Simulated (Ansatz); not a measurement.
# In: one candidate of a structure search

The task: take a trial cell of In to zero force and stress, then test the end with a random kick.

Method: DFT PBE, scalar-relativistic, plane waves, PAW, in Ansatz 0.2.0.

## 1. The structure to begin with

The structure is cubic, space group Pm-3m (No. 221). Conventional cell: a = 4.178 Å, b = 4.178 Å, c = 4.178 Å, α = 90.00°, β = 90.00°, γ = 90.00°. Around In (site symmetry 4/mmm) lie 8 In at 2.95 Å.

As a file:

```cif
data_structure
_symmetry_space_group_name_H-M 'Pm-3m'
_symmetry_Int_Tables_number 221
_cell_length_a 4.1776
_cell_length_b 4.1776
_cell_length_c 4.1776
_cell_angle_alpha 90.000
_cell_angle_beta 90.000
_cell_angle_gamma 90.000
_cell_volume 72.91
loop_
_atom_site_label
_atom_site_type_symbol
_atom_site_symmetry_multiplicity
_atom_site_Wyckoff_symbol
_atom_site_fract_x
_atom_site_fract_y
_atom_site_fract_z
_atom_site_occupancy
In1 In 3 d 0.50000 0.00000 0.00000 1
```

Recipe of the guess: random cell by space group and Wyckoff sites (Pm-3m, No. 221). Lengths come from tabulated atomic sizes and are only a guess.

## 2. The guess as it stands, on a coarse mesh

input.yaml reads:

```yaml
crystal:
  lattice:
    - [4.17764918, 0.0, 0.0]
    - [0.0, 4.17764918, 0.0]
    - [0.0, 0.0, 4.17764918]
  atoms:
    - { symbol: In, position: [0.5, 0.0, 0.0] }
    - { symbol: In, position: [0.0, 0.5, 0.0] }
    - { symbol: In, position: [0.0, 0.0, 0.5] }
basis:
  ecutwfc: 420
kpoints:
  mp_grid: { grid: [4, 4, 4] }
hamiltonian:
  xc: pbe
scf:
  occupations: { method: gaussian, width: 0.1 }
  lower_state_search: "off"
output:
  forces: true
  stress: true
  eigenvalues: true
```

Started as:

```
ansatz run input.yaml --threads 1 --pin off --max-ram 2560MiB --backend cpu --events-out ev --progress --plain --runs-dir out
```

The session goes on with these runs: coarse relaxation; full relaxation; reference for the kick test; random kick, then relaxation.

What does the calculation give? Wanted: conventional cell; volume; energy over the standard state; gap on the mesh.

**Answer**, as computed:

```
                              quantity                                                                      value
symmetry at the end (tolerance 0.05 Å)                                                space group Pm-3m (No. 221)
                     conventional cell  a = 4.502 Å, b = 4.502 Å, c = 4.502 Å, α = 90.00°, β = 90.00°, γ = 90.00°
                                volume                                                              30.41 Å³/atom
        energy over the standard state                                                              +0.10 eV/atom
                       gap on the mesh                                                               none (metal)
```

In words: The space group Pm-3m (No. 221) is kept, and the volume per atom grows by 25.1 % from the first guess. It lies above the element's standard state, so it is metastable at best. It survived the kick, though modes of other wave vectors, which need another repeat, weren't probed.
